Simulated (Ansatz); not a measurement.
## Pd: stiffness from a series of strains

```xyz
1
Lattice="0.0000 1.9449 1.9449 1.9449 0.0000 1.9449 1.9449 1.9449 0.0000" Properties=species:S:1:pos:R:3 pbc="T T T"
Pd    0.0000    0.0000    0.0000
```

The geometry is COD entry 9008478, unchecked; take it as a test cell.

Spin polarisation is left out, and whether a magnetic state lies lower isn't shown here.

All numbers below come from DFT, PBE, all-electron LAPW, scalar-relativistic in Ansatz 0.2.0.

Numerical set-up: a Γ-centred 18×18×18 k mesh, Fermi–Dirac smearing of 0.05 eV, basis error target 0.25 meV/atom, no spin polarisation.

The strain is applied along the Cartesian axes of the cell as listed (the other components stay zero). Fractional coordinates are held (clamped ions).

σ is the change of stress from the unstrained cell, which is at 7.51 GPa; tension is positive, so slopes are stress–strain coefficients at that pressure. In a metal the k mesh adds noise.

Only quantities that a quadratic follows smoothly over the whole series are listed; rougher ones are left out.

| εxx = εyy | σzz (GPa) | σxx (GPa) |
| --- | --- | --- |
| -0.0300 | -13.23 | -15.89 |
| -0.0200 | -8.36 | -9.94 |
| -0.0100 | -3.97 | -4.67 |
| 0.0000 | 0.00 | 0.00 |
| 0.0100 | 3.58 | 4.13 |
| 0.0300 | 9.74 | 10.96 |

Question: Fit the series and read off the stiffness at zero strain.

Answer: Least-squares fits y = p0 + p1 x + p2 x² to the rows give σzz (GPa): p1 = 382, p2 = -1900; σxx (GPa): p1 = 446, p2 = -2700. So 2 C12 = 382 GPa and C11 + C12 = 446 GPa.

Question: One run, at εxx = εyy = 0.0200, is withheld. Predict its row.

Answer: The fits give 6.87, 7.84; the run gave 6.82, 7.77.
